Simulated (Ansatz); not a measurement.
Trial inputs on Zn

The reference input for Ansatz (plane-wave DFT with PAW):

```yaml
crystal:
  lattice:
    - [2.2681701736, -1.30848701, 0.0]
    - [2.2681701736, 1.30848701, 0.0]
    - [-1.5917165425, 0.0, 7.3004081919]
  atoms:
    - { symbol: Zn, position: [0.0, 0.0, 0.0] }
    - { symbol: Zn, position: [0.22198214, 0.22198214, 0.66549502] }
    - { symbol: Zn, position: [0.77801786, 0.77801786, 0.33450498] }
basis:
  ecutwfc: 420
kpoints:
  mp_grid: { grid: [6, 6, 2] }
hamiltonian:
  xc: pbe
scf:
  occupations: { method: gaussian, width: 0.1 }
output:
  forces: true
  stress: true
  eigenvalues: true
```

Command:

```bash
ansatz run input.yaml --threads 1 --pin off --max-ram 1331MiB --backend cpu --events-out ev --progress --plain --runs-dir out
```

The run converges in 6 SCF iterations on 26 irreducible k-points: pressure 4.66 GPa, largest force 0.025 eV/Å, no gap.

The inputs are trials, many of them unsound on purpose. Their numbers show the effect of the settings and aren't properties of the material. Each trial's input is given as a difference from the reference's; energies are extrapolated to zero smearing where there is one, and pressure is positive in compression.

Trial 1:

```diff
 scf:
-  occupations: { method: gaussian, width: 0.1 }
+  occupations: { method: fixed, width: 0.1 }
+  max_iter: 20
```

The run converges in 10 SCF iterations on 26 irreducible k-points: energy 199 meV per atom above the reference, pressure 4.70 GPa, largest force 0.059 eV/Å, no gap. It warns that bands overlap at the filling; that the bands looked metallic on the way; that the smearing width isn't read.

Trial 2:

```diff
 hamiltonian:
+  hubbard: { sites: [{ species: Zn, l: d, u_eff: 2.6 }], projectors: atomic }
```

The run converges in 8 SCF iterations on 26 irreducible k-points: pressure 5.17 GPa, largest force 0.026 eV/Å, no gap. It warns that the count of filled bands differs between k-points. Under a U the state reached may not be the lowest.

Trial 3 (origin moved):

```diff
 crystal:
   atoms:
-    - { symbol: Zn, position: [0.0, 0.0, 0.0] }
-    - { symbol: Zn, position: [0.22198214, 0.22198214, 0.66549502] }
-    - { symbol: Zn, position: [0.77801786, 0.77801786, 0.33450498] }
+    - { symbol: Zn, position: [0.791, 0.335, 0.278] }
+    - { symbol: Zn, position: [1.01298214, 0.55698214, 0.94349502] }
+    - { symbol: Zn, position: [1.56901786, 1.11301786, 0.61250498] }
 basis:
-  ecutwfc: 420
+  ecutwfc: 500
 kpoints:
-  mp_grid: { grid: [6, 6, 2] }
+  mp_grid: { grid: [2, 2, 1], shift: [0.25, 0.25, 0.25] }
+  band_path: { path: [[0, 0, 0], [0.5, 0, 0], [0.5, 0.5, 0.5]], npoints: 8 }
 hamiltonian:
-  xc: pbe
+  xc: r2scan
```

The run converges in 8 SCF iterations on 3 irreducible k-points: pressure -0.39 GPa, largest force 0.162 eV/Å, no gap.

Trial 4 (origin moved):

```diff
 crystal:
   atoms:
-    - { symbol: Zn, position: [0.0, 0.0, 0.0] }
-    - { symbol: Zn, position: [0.22198214, 0.22198214, 0.66549502] }
-    - { symbol: Zn, position: [0.77801786, 0.77801786, 0.33450498] }
+    - { symbol: Zn, position: [0.573, 0.134, 0.852] }
+    - { symbol: Zn, position: [0.79498214, 0.35598214, 1.51749502] }
+    - { symbol: Zn, position: [1.35101786, 0.91201786, 1.18650498] }
```

The run converges in 6 SCF iterations on 26 irreducible k-points: the reference's energy to 0.01 meV per atom, pressure 4.66 GPa, largest force 0.025 eV/Å, no gap.

Trial 5:

```diff
 kpoints:
-  mp_grid: { grid: [6, 6, 2] }
+  mp_grid: { grid: [2, 3, 1] }
 hamiltonian:
+  hubbard: { sites: [{ species: Zn, l: d, u_eff: 7.5 }] }
 scf:
+  n_extra_bands: 8
+  algorithm: density_mixing
+  max_iter: 20
```

The run converges in 8 SCF iterations on 4 irreducible k-points: pressure 4.32 GPa, largest force 0.265 eV/Å. It warns that the mesh lowers the symmetry.

Trial 6 (atom left out):

```diff
 crystal:
   atoms:
-    - { symbol: Zn, position: [0.0, 0.0, 0.0] }
 scf:
+  lower_state_search: "off"
+  convergence: { dr2_threshold: "1e-7 eV" }
```

The run converges in 7 SCF iterations on 26 irreducible k-points: pressure -0.14 GPa, largest force 0.497 eV/Å, no gap. It warns that the SCF threshold is loose for the stress.